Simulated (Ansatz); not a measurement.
# W(110) slab, 3 layers: phonons and vibrational spectra

How does W(110) slab, 3 layers vibrate, and is this structure a minimum?

Program: Ansatz 0.2.0. Level of theory: DFT PBE, scalar-relativistic, plane waves, PAW; PAW set soft_1. Results are calculated unless marked as measured.

## 1. The structure

The cell holds 3 atoms: 3 W. Its edges and angles: a = 2.741 Å, b = 2.741 Å, c = 17.476 Å, α = 90.0°, β = 90.0°, γ = 70.5°. Vacuum lies along c.

## 2. Bringing the structure to rest

Harmonic phonons are second derivatives at a point where the forces vanish, and they are wanted at zero stress, so atoms and cell are relaxed first.

The program solves this slab on a cell height of its own, 32.8 Å, in place of the one typed.

File input.yaml:

```yaml
crystal:
  lattice:
    - [1.5825, 2.23799, 0.0]
    - [-1.5825, 2.23799, 0.0]
    - [0.0, 0.0, 17.47599]
  atoms:
    - { symbol: W, position: [0.0, 0.0, 0.371939] }
    - { symbol: W, position: [0.5, 0.5, 0.5] }
    - { symbol: W, position: [0.0, 0.0, 0.628061] }
  periodic: [true, true, false]
kpoints:
  mp_grid: { grid: [16, 16, 1] }
hamiltonian:
  xc: pbe
  pseudopotentials: { kind: paw, azcp: { folder: soft_1 } }
scf:
  occupations: { method: gaussian, width: 0.1 }
output:
  forces: true
  stress: true
  eigenvalues: true
  write_density: true
  write_potential: true
  elf: true
  volumetric_format: npy
relax:
  adjacent_minimum: "off"
  f_tol: 0.005
  max_steps: 80
  cell: { stress_2d_tol: 0.02 }
```

Run with:

```bash
$ ansatz run input.yaml --threads 8 --pin off --max-ram 16384MiB --backend cpu --events-out ev --progress --plain --runs-dir out
```

Numbers of over 12 decimals in the logs are rounded to 6 here.

The log of the run:

```text
Warning: crystal.periodic: the lattice vector that does not repeat stood 0.000° off the slab's normal, 17.476 Å along it as the deck builds it. The run solves the slab on a vector along the normal, 32.752 Å long, with every atom where it was (on the deck's vector they left 13.00 Å outside them, and the widest stretch free of ions among them is 2.24 Å). A fractional position that the run reports is one of the run's ce [...]
crystal.periodic: the lattice vector that does not repeat stood 0.000° off the slab's normal, 17.476 Å along it as the deck builds it. The run solves the slab on a vector along the normal, 32.752 Å long, with every atom where it was (on the deck's vector they left 13.00 Å outside them, and the widest stretch free of ions among them is 2.24 Å). A fractional position that the run reports is one of the run's cell, which [...]
Engine: ansatz 0.2.0, x86_64-unknown-linux-gnu
Pseudopotentials: kind: paw
Pseudopotential: W, paw, valence charge 14, recommended cutoff 420 eV (normal), soft_1/W.paw.azcp
Functional definition: PBE
  parameter kappa = 0.804
  parameter beta = 0.066725
  exchange = pbe_x(kappa = kappa, mu = beta*pi^2/3)
  correlation = pbe_c(beta = beta)
Crystal: 3 atoms, lattice volume = 231.990 Å³
Basis set: ecut = 420 eV, 4615 PW (Γ), exchange–correlation on 40×40×450 points (8 copies of the dense FFT grid, shifted against one another)
Bands: 26, of which v1, the nominal top of the filled ones, is band 21 counted from 1 (20 counted from 0)
Symmetry: 8 space group operations
Space group: Cmmm (ITA 65), of the structure as read, at distance tolerance 6.1e-5 Å
k-points: 73 of 256
Non-local potential: W, projectors of the file, l = 0: 3, l = 1: 2, l = 2: 2, l = 3: 1
PAW form: soft (Blöchl's): semilocal exchange-correlation on the pseudo side does not see the compensation charge
PAW one-centre angular grid: W, 590 points (default); XC on 64 Gauss nodes
Initial density: superposition of atomic densities (neutral atoms: chi_scale 0, normalization atom)
Initial wavefunctions: pseudopotential atomic-orbital guess
Functional: x = pbe(κ = 0.804, μ = 0.219515), c = pbe(β = 0.066725)
SCF iter   1: F=—  HF=-31156.142816 eV  |F-HF|=—  |Δ(HF+E_count)|=         —  Δρ=3.16e-2  dr2=7.80e0  ethr=3.10e-3  ⟨swp⟩=12.5  Hψ=14172  notcnv=0
preconditioner: auto → LDOS  [metal: Δε(μ)=0.018 eV  Ē_g=4.988 eV  σ=0.100 eV  W_gap=0.10  n_scr=20 (ndim 8)  ℏωp=10.3 eV  f_vac=0.718  D(μ)=3.34/eV (n_scr^D=16)  β→1.0]
SCF iter   2: F=—  HF=-31154.997061 eV  |F-HF|=—  |Δ(HF+E_count)|=    1.15e0  Δρ=1.71e-2  dr2=1.39e0  ethr=3.10e-3  ⟨swp⟩=4.8  Hψ=6263  notcnv=0  defer=33
SCF iter   3: F=—  HF=-31154.805068 eV  |F-HF|=—  |Δ(HF+E_count)|=   1.92e-1  Δρ=4.60e-3  dr2=1.47e-1  ethr=3.10e-3  ⟨swp⟩=4.1  Hψ=5119  notcnv=0  defer=33
SCF iter   4: F=—  HF=-31154.785799 eV  |F-HF|=—  |Δ(HF+E_count)|=   1.93e-2  Δρ=1.33e-3  dr2=7.53e-3  ethr=3.49e-4  ⟨swp⟩=3.8  Hψ=4432  notcnv=0  defer=33
SCF iter   5: F=—  HF=-31154.785634 eV  |F-HF|=—  |Δ(HF+E_count)|=   1.64e-4  Δρ=4.32e-4  dr2=6.88e-4  ethr=1.79e-5  ⟨swp⟩=3.9  Hψ=4168  notcnv=0  defer=33
SCF iter   6: F=—  HF=-31154.785765 eV  |F-HF|=—  |Δ(HF+E_count)|=   1.31e-4  Δρ=1.18e-4  dr2=1.12e-4  ethr=1.64e-6  ⟨swp⟩=3.9  Hψ=4046  notcnv=0  defer=33
SCF iter   7: F=—  HF=-31154.785770 eV  |F-HF|=—  |Δ(HF+E_count)|=   5.11e-6  Δρ=4.38e-5  dr2=5.64e-6  ethr=2.68e-7  ⟨swp⟩=3.5  Hψ=3471  notcnv=0  defer=33
SCF iter   8: F=—  HF=-31154.785754 eV  |F-HF|=—  |Δ(HF+E_count)|=   1.56e-5  Δρ=1.00e-5  dr2=2.31e-7  ethr=1.34e-8  ⟨swp⟩=4.0  Hψ=4434  notcnv=0  defer=33
iter 9 did not close the SCF: its close was put off until two iterations running show no level that it waits for move by more than its bar (scf_convergence_deferred on its scf_iter line)
SCF iter   9: F=-31154.785755 eV  HF=-31154.785755 eV  |F-HF|=4.09e-8  |Δ(HF+E_count)|=   4.49e-7  Δρ=2.47e-6  dr2=1.17e-8  ethr=2.38e-10  ⟨swp⟩=25.7  Hψ=23657  notcnv=0
iter 10 did not close the SCF: its close was put off until two iterations running show no level that it waits for move by more than its bar (scf_convergence_deferred on its scf_iter line)
SCF iter  10: F=-31154.785755 eV  HF=-31154.785755 eV  |F-HF|=1.23e-8  |Δ(HF+E_count)|=   3.27e-8  Δρ=6.71e-7  dr2=7.36e-10  ethr=2.79e-11  ⟨swp⟩=11.4  Hψ=16054  notcnv=0
SCF iter  11: F=-31154.785755 eV  HF=-31154.785755 eV  |F-HF|=1.71e-9  |Δ(HF+E_count)|=   1.08e-8  Δρ=1.45e-7  dr2=4.40e-11  ethr=1.75e-12  ⟨swp⟩=10.8  Hψ=15536  notcnv=0
SCF 1 converged in 11 iterations: F = -31154.785755 eV  dr2 = 4.40e-11
  greatest PAW one-centre occupation: 0.999 electrons in one spin orbital (limit 2), on the W atom at site 1 (counted from 0), in its partial waves of l = 0
relax step   1: F+E_penalty+E_count = -31154.78575488 eV  Δ(F+E_penalty+E_count) = +0.000e0 eV  max|allowed force component| = 3.977e-1 eV/Å  Δτ_max = 0.0000 Å  P = -8.372 N/m  Ω = 231.990 Å³  fix = [c, alpha, beta]  reactions: c -0.000 N/m  (11 SCF iters, dr2 threshold 1.00e-7 eV, accepted)
Crystal: 3 atoms, lattice volume = 215.048 Å³
Basis set: ecut = 420 eV, 4235 PW (Γ), exchange–correlation on 40×40×450 points (8 copies of the dense FFT grid, shifted against one another)
Initial density: handed on by an earlier stage of this run
Initial wavefunctions: those handed on with the density
iter 1 solved again at ethr=1.69e-3 eV; its pass at ethr=3.10e-3 eV (dr2=7.09e-1 eV) is discarded
SCF iter   1: F=—  HF=-31154.650444 eV  |F-HF|=—  |Δ(HF+E_count)|=         —  Δρ=7.55e-3  dr2=7.14e-1  ethr=1.69e-3  ⟨swp⟩=1.8  Hψ=17600  notcnv=0
preconditioner: auto → LDOS  [metal: Δε(μ)=0.023 eV  Ē_g=5.220 eV  σ=0.100 eV  W_gap=0.13  n_scr=20 (ndim 8)  ℏωp=10.7 eV  f_vac=0.730  D(μ)=2.37/eV (n_scr^D=14)  β→1.0]
SCF iter   2: F=—  HF=-31154.616199 eV  |F-HF|=—  |Δ(HF+E_count)|=   3.42e-2  Δρ=4.77e-3  dr2=3.16e-1  ethr=1.69e-3  ⟨swp⟩=3.5  Hψ=3884  notcnv=0  defer=3
SCF iter   3: F=—  HF=-31154.589649 eV  |F-HF|=—  |Δ(HF+E_count)|=   2.65e-2  Δρ=6.66e-4  dr2=2.32e-3  ethr=7.51e-4  ⟨swp⟩=2.8  Hψ=3341  notcnv=0  defer=35
SCF iter   4: F=—  HF=-31154.591243 eV  |F-HF|=—  |Δ(HF+E_count)|=   1.59e-3  Δρ=4.27e-4  dr2=1.19e-3  ethr=5.53e-6  ⟨swp⟩=4.3  Hψ=4896  notcnv=0  defer=34
SCF iter   5: F=—  HF=-31154.591019 eV  |F-HF|=—  |Δ(HF+E_count)|=   2.24e-4  Δρ=1.29e-4  dr2=4.32e-5  ethr=2.83e-6  ⟨swp⟩=3.7  Hψ=3954  notcnv=0  defer=34
SCF iter   6: F=—  HF=-31154.591032 eV  |F-HF|=—  |Δ(HF+E_count)|=   1.37e-5  Δρ=8.21e-5  dr2=4.16e-5  ethr=1.03e-7  ⟨swp⟩=3.8  Hψ=4548  notcnv=0  defer=34
[...]
SCF iter   9: F=—  HF=-31154.857015 eV  |F-HF|=—  |Δ(HF+E_count)|=   1.36e-8  Δρ=3.65e-7  dr2=3.12e-10  ethr=1.49e-11  ⟨swp⟩=4.1  Hψ=4490  notcnv=0  defer=22
SCF iter  10: F=—  HF=-31154.857015 eV  |F-HF|=—  |Δ(HF+E_count)|=   3.91e-9  Δρ=1.02e-7  dr2=2.16e-11  ethr=1.00e-12  ⟨swp⟩=4.2  Hψ=4342  notcnv=0  defer=22
iter 11 did not close the SCF: its close was put off until two iterations running show no level that it waits for move by more than its bar (scf_convergence_deferred on its scf_iter line)
SCF iter  11: F=-31154.857015 eV  HF=-31154.857015 eV  |F-HF|=9.46e-11  |Δ(HF+E_count)|=  5.38e-10  Δρ=1.75e-8  dr2=7.11e-13  ethr=1.00e-12  ⟨swp⟩=17.4  Hψ=15207  notcnv=0
iter 12 did not close the SCF: its close was put off until two iterations running show no level that it waits for move by more than its bar (scf_convergence_deferred on its scf_iter line)
SCF iter  12: F=-31154.857015 eV  HF=-31154.857015 eV  |F-HF|=2.91e-11  |Δ(HF+E_count)|=  1.09e-11  Δρ=4.63e-9  dr2=7.07e-14  ethr=1.00e-12  ⟨swp⟩=7.3  Hψ=10144  notcnv=0
SCF iter  13: F=-31154.857015 eV  HF=-31154.857015 eV  |F-HF|=2.55e-11  |Δ(HF+E_count)|=    0.00e0  Δρ=1.00e-9  dr2=2.03e-15  ethr=1.00e-12  ⟨swp⟩=7.0  Hψ=9795  notcnv=0
the search or the solves at the SCF's close seem to have found levels that the self-consistency loop had missed (the run counts 1). By its estimate they hold under 1e-12 electrons; where the run keeps them, the occupations were computed again with them
SCF 3 converged in 13 iterations: F = -31154.857015 eV  dr2 = 2.03e-15
relax step   3: F+E_penalty+E_count = -31154.85701476 eV  Δ(F+E_penalty+E_count) = -7.126e-2 eV  max|allowed force component| = 5.926e-2 eV/Å  Δτ_max = 0.0050 Å  P = -1.449 N/m  Ω = 225.560 Å³  energy of the carried Pulay correction = +7.196e-4 eV  fix = [c, alpha, beta]  reactions: c -0.000 N/m  (13 SCF iters, accepted)
[...]
relax step   4: F+E_penalty+E_count = -31154.85892080 eV  Δ(F+E_penalty+E_count) = -1.906e-3 eV  max|allowed force component| = 5.673e-4 eV/Å  Δτ_max = 0.0003 Å  P = +0.003 N/m  Ω = 224.281 Å³  energy of the carried Pulay correction = +8.652e-4 eV  fix = [c, alpha, beta]  reactions: c +0.000 N/m  (5 SCF iters, dr2 threshold 3.00e-7 eV, accepted)
[...]
relax step   5: F+E_penalty+E_count = -31154.85893680 eV  Δ(F+E_penalty+E_count) = -1.600e-5 eV  max|allowed force component| = 1.017e-4 eV/Å  Δτ_max = 0.0001 Å  P = +0.002 N/m  Ω = 224.272 Å³  energy of the carried Pulay correction = +8.662e-4 eV  fix = [c, alpha, beta]  reactions: c -0.000 N/m  (4 SCF iters, dr2 threshold 6.74e-9 eV, accepted)
[...]
relax step   6: F+E_penalty+E_count = -31154.85812199 eV  Δ(F+E_penalty+E_count) = +8.148e-4 eV  max|allowed force component| = 5.311e-5 eV/Å  Δτ_max = 0.0000 Å  P = -0.003 N/m  Ω = 224.272 Å³  fix = [c, alpha, beta]  reactions: c -0.000 N/m  stress off target by 2.43e-2 N/m on what of the cell is left free  SCF on the basis re-selected at this cell (its energy is not comparable with the rows above)  (6 SCF iters)
[...]
relax step   7: F+E_penalty+E_count = -31154.85812366 eV  Δ(F+E_penalty+E_count) = -1.674e-6 eV  max|allowed force component| = 1.311e-5 eV/Å  Δτ_max = 0.0000 Å  P = +0.000 N/m  Ω = 224.269 Å³  energy of the carried Pulay correction = +3.622e-7 eV  fix = [c, alpha, beta]  reactions: c +0.000 N/m  (4 SCF iters, dr2 threshold 7.05e-10 eV, accepted)
iter 1 solved again at ethr=2.99e-7 eV; its pass at ethr=3.10e-3 eV (dr2=1.26e-4 eV) is discarded
SCF iter   1: F=—  HF=-31154.858144 eV  |F-HF|=—  |Δ(HF+E_count)|=         —  Δρ=6.04e-7  dr2=1.73e-9  ethr=2.99e-7  ⟨swp⟩=7.2  Hψ=22959  notcnv=0
eigensolver tolerance schedule: the retry pair's looser diagonalisation over-reported the residual by 72558.97 of it (diagonalisation noise at an unbounded share of the residual, at the tolerance the schedule requests for it); recorded, not acted on — ethr = c·dr2/N_el stays at c = 1.0e-1
SCF iter   2: F=—  HF=-31154.858123 eV  |F-HF|=—  |Δ(HF+E_count)|=   2.11e-5  Δρ=6.59e-7  dr2=3.44e-9  ethr=4.12e-12  ⟨swp⟩=8.7  Hψ=9889  notcnv=0
SCF iter   3: F=—  HF=-31154.858123 eV  |F-HF|=—  |Δ(HF+E_count)|=   1.62e-9  Δρ=2.54e-7  dr2=3.22e-10  ethr=4.12e-12  ⟨swp⟩=2.7  Hψ=2630  notcnv=0
SCF iter   4: F=—  HF=-31154.858123 eV  |F-HF|=—  |Δ(HF+E_count)|=  2.55e-11  Δρ=6.15e-8  dr2=1.52e-11  ethr=1.00e-12  ⟨swp⟩=3.6  Hψ=4343  notcnv=0
SCF iter   5: F=-31154.858123 eV  HF=-31154.858123 eV  |F-HF|=3.64e-12  |Δ(HF+E_count)|=  1.46e-11  Δρ=1.76e-8  dr2=1.63e-12  ethr=1.00e-12  ⟨swp⟩=15.6  Hψ=16553  notcnv=0
SCF 8 converged in 5 iterations: F = -31154.858123 eV  dr2 = 1.63e-12
relax step   8: F+E_penalty+E_count = -31154.85812297 eV  Δ(F+E_penalty+E_count) = +6.990e-7 eV  max|allowed force component| = 1.574e-5 eV/Å  Δτ_max = 0.0000 Å  P = +0.000 N/m  Ω = 224.269 Å³  fix = [c, alpha, beta]  reactions: c +0.000 N/m  stress off target by 6.65e-4 N/m on what of the cell is left free  SCF on the basis re-selected at this cell (its energy is not comparable with the rows above)  (5 SCF iters)
basis re-selected at this cell: Δ(F+E_penalty+E_count) = +6.990e-7 eV, ΔP = -0.000 N/m vs the last step (what re-selecting the basis moved, of the pressure what is left beyond the Pulay correction that the steps carried, after the strain that the cell walked since its last selection, with what the two solves' SCF thresholds leave and, on support functions, any second-order correction that the steps lacked; it is no m [...]
SCF converged after 5 iterations
Free energy (F): -31154.858123 eV
Harris-Foulkes:  -31154.858123 eV  (|F-HF|=3.64e-12)
Internal energy: -31154.842175 eV  (E = F + TS)
E sigma→0 (E₀):  -31154.850149 eV
Entropy (-TS):   -0.015948 eV (-5.316 meV/atom)
Fermi energy:    -4.912409 eV
--- Per-component energies (eV) ---
  E_band       = -1388.909161
  E_kinetic    = 1262.896356
  E_local      = -142070.696527  (includes V_loc(G=0)·N_el)
  E_nonlocal   = -74.926777
  E_hartree    = 70335.898689
  E_xc         = -800.262020
  E_vxc        = -690.172143  (∫ρ·V_xc dr)
  E_paw        = -25733.722914  (= ΣΔE_a)
  E_vpaw       = -487.807517  (= ΣTr[D̂ρ^β])
  E_aug_tail   = 0.000443  (compensation charges beyond the density's cutoff)
  E_ewald      = 65925.970576
  E_smearing   = -0.015948  (= −TS)
  E_closure    = -0.000000  (closes the sum)
  Σ components = -31154.858123   (vs F -31154.858123, Δ=0.00e0)
--- Forces (eV/Å), atoms counted from 1 ---
  atom   1  W      0.00000000    -0.00000000    -0.00001574
  atom   2  W      0.00000000     0.00000000     0.00000000
  atom   3  W     -0.00000000     0.00000000     0.00001574
  max |Σ_I F_I| component: 0.00e0 eV/Å
--- 2D stress c σ (N/m, compression-positive) ---
        0.000036      -0.000000       0.000000
       -0.000000       0.000665      -0.000000
        0.000000      -0.000000       0.000000
  P = ½ c Tr σ = 0.0004 N/m
--- Band table (eV; the first three rows and the last of 73) ---
  k-point 0: bands = [... 17 lower, -6.6017, -6.3455, -6.2920, -5.6476, -5.0674, -4.3897, -3.2347, -2.9420, ... 1 higher]
  k-point 1: bands = [... 17 lower, -6.7041, -6.3849, -6.2126, -5.7510, -5.0009, -4.5843, -3.2795, -3.0361, ... 1 higher]
  k-point 2: bands = [... 17 lower, -6.9007, -6.5840, -6.1732, -5.6985, -5.2485, -4.5909, -3.3052, -3.1601, ... 1 higher]
  k-point 72: bands = [... 17 lower, -7.3882, -4.7470, -4.6968, -4.1849, -3.7465, -2.4972, -1.5936, -1.4081, ... 1 higher]
--- Relaxed structure (6 steps of the walk, 5 accepted, 2 SCFs on fresh bases) ---
  F+E_penalty+E_count = -31154.85812297 eV   max|allowed force component| = 1.574e-5 eV/Å   (the final SCF, on the basis selected at the relaxed cell)
  cell:  # Å, volume = 224.2688 Å³
    - [1.539842, 2.223440, 0]
    - [-1.539842, 2.223440, 0]
    - [0, 0, 32.751971]
  atoms:
    - { symbol: W, position: [0, 0, 0.198601] }
    - { symbol: W, position: [0.500000, 0.500000, 0.266793] }
    - { symbol: W, position: [0, 0, 0.334985] }
```

Run time: 29 s. Hardware: 8 threads of AMD EPYC 7B13 (Zen 3), shared host; peak memory 0.93 GiB; 3.6 min of CPU time.

The steps of the relaxation:

| step | energy less that of the first step (eV) | largest force component (eV/Å) | volume (Å³) |
| --- | --- | --- | --- |
| 1 | 0.0000 | 0.3977 | 231.99 |
| 2 | 0.1947 | 1.4876 | 215.05 |
| 3 | -0.0713 | 0.0593 | 225.56 |
| 4 | -0.0732 | 0.0006 | 224.28 |
| 5 | -0.0732 | 0.0001 | 224.27 |
| 6* | -0.0724 | 0.0001 | 224.27 |
| 7 | -0.0724 | 0.0000 | 224.27 |
| 8* | -0.0724 | 0.0000 | 224.27 |

Relaxation steps marked * repeat the geometry before them on a plane-wave basis chosen anew for their cell, so energy and pressure can jump there. Relaxation step 2 was tried and not accepted.

Forces are held to the 8 operations that the run works with; a distortion that breaks them can't arise in this run.

| cell as run | before | after | change |
| --- | --- | --- | --- |
| a (Å) | 2.741 | 2.705 | -1.3 % |
| b (Å) | 2.741 | 2.705 | -1.3 % |
| γ (°) | 70.53 | 69.41 | -1.6 % |

The relaxed structure:

```cif
data_structure
_symmetry_space_group_name_H-M 'P 1'
_symmetry_Int_Tables_number 1
_cell_length_a 2.7046
_cell_length_b 2.7046
_cell_length_c 32.7520
_cell_angle_alpha 90.000
_cell_angle_beta 90.000
_cell_angle_gamma 69.409
_cell_volume 224.27
loop_
_atom_site_label
_atom_site_type_symbol
_atom_site_fract_x
_atom_site_fract_y
_atom_site_fract_z
_atom_site_occupancy
W1 W 0.00000 0.00000 0.19860 1
W2 W 0.50000 0.50000 0.26679 1
W3 W 0.00000 0.00000 0.33498 1
```

This step gave:

| Property | Result |
| --- | --- |
| gap on the k-mesh | 0 eV |
| area per atom | 2.282 Å² |

Electrostatic potential energy in the ac plane at fractional y = 0.000, with atoms of W within 0.2 Å of it. With pseudopotentials it is smooth inside the atoms' cores, unlike the true potential.

Values in eV, 24 rows by 14 columns, each cell a mean:
```
  0   0   0   0   0   0   0   0   0   0   0   0   0   0
  0   0   0   0   0   0   0   0   0   0   0   0   0   0
  0   0   0   0   0   0   0   0   0   0   0   0   0   0
  0   0   0   0   0   0   0   0   0   0   0   0   0   0
  0   0   0   0   0   0   0   0   0   0   0   0   0   0
  0   0   0   0   0   0   0   0   0   0   0   0   0   0
  0   0   0   0   0   0   0   0   0   0   0   0   0   0
  0   0   0   0   0   0   0   0   0   0   0   0   0   0
  0   0   0   0   0   0   0   0   0   0   0   0   0   0
  0   0   0   0   0   0   0   0   0   0   0   0   0   0
  0   0   0   0   0   0   0   0   0   0   0   0   0   0
  0   0   0   0   0   0   0   0   0   0   0   0   0   0
  0   0   0   0   0   0   0   0   0   0   0   0   0   0
  0   0   0   0   0   0   0   0   0   0   0   0   0   0
 -3  -3  -3  -2  -2  -1  -1  -1  -1  -1  -2  -2  -3  -3
-39 -39 -37 -33 -24 -14  -8  -7  -8 -14 -24 -33 -37 -39
-30 -29 -27 -23 -17 -10  -7  -6  -7 -10 -17 -23 -27 -29
 -5  -6  -6  -7  -8  -8  -9  -9  -9  -8  -8  -7  -6  -6
-28 -27 -25 -21 -15  -9  -7  -6  -7  -9 -15 -21 -25 -27
-41 -40 -39 -35 -25 -15  -8  -7  -8 -15 -25 -35 -39 -40
 -4  -4  -3  -2  -2  -1  -1  -1  -1  -1  -2  -2  -3  -4
  0   0   0   0   0   0   0   0   0   0   0   0   0   0
  0   0   0   0   0   0   0   0   0   0   0   0   0   0
  0   0   0   0   0   0   0   0   0   0   0   0   0   0
```
Columns run along a (2.7 Å; values clipped at the 3rd and 97th percentile), rows up along c (32.8 Å). Atoms in or near the plane, at fractional coordinates: W at (0.00, 0.20), W at (0.00, 0.33).

ELF in the ac plane at fractional y = 0.000, with atoms of W within 0.2 Å of it. It is the smooth field of the valence electrons, not physical close to the nuclei.

Ten even steps from '0' (0.00) to '9' (0.52), each cell a mean:
```
00000000000000
00000000000000
00000000000000
00000000000000
00000000000000
00000000000000
00000000000000
00000000000000
00000000000000
00000000000000
00000000000000
00000000000000
00000000000000
00000000000000
11112355532111
78997578757998
88986677766898
87766677766677
88886677766888
78997578757998
11112455542111
00000000000000
00000000000000
00000000000000
```
Columns run along a (2.7 Å), rows up along c (32.8 Å). Atoms in or near the plane, at fractional coordinates: W at (0.00, 0.20), W at (0.00, 0.33).

Valence density in the ac plane at fractional y = 0.000, with atoms of W within 0.2 Å of it. It is the smooth field of the valence electrons, not physical close to the nuclei.

Ten steps, logarithmic in the rise over the least value, from '_' (0.0 e/Å³) to '@' (3.7 e/Å³), each cell a mean:
```
____________________________
____________________________
____________________________
____________________________
____________________________
____________________________
____________________________
____________________________
____________________________
____________________________
____________________________
____________________________
____________________________
____________________________
............................
@@@@@@%%##++++==++++##%%@@@@
@@%%%%##**++++==++++**##%%%%
========++++++++++++++======
%%%%%%##**++======++**##%%%%
@@@@@@%%##++++==++++##%%@@@@
............................
____________________________
____________________________
____________________________
```
Columns run along a (2.7 Å), rows up along c (32.8 Å). Atoms in or near the plane, at fractional coordinates: W at (0.00, 0.20), W at (0.00, 0.33).

(Continued in part 2 of 2.)

[Logs are printed without paths, hosts, clocks, repeated set-up lines and the standing remarks that a program may print on its own settings, such as how far it seeks lower states.]

[Hosts, paths, dates, database ids (printed as entryN), source tags and the programs' standing remarks are cut or masked in the printed files.]
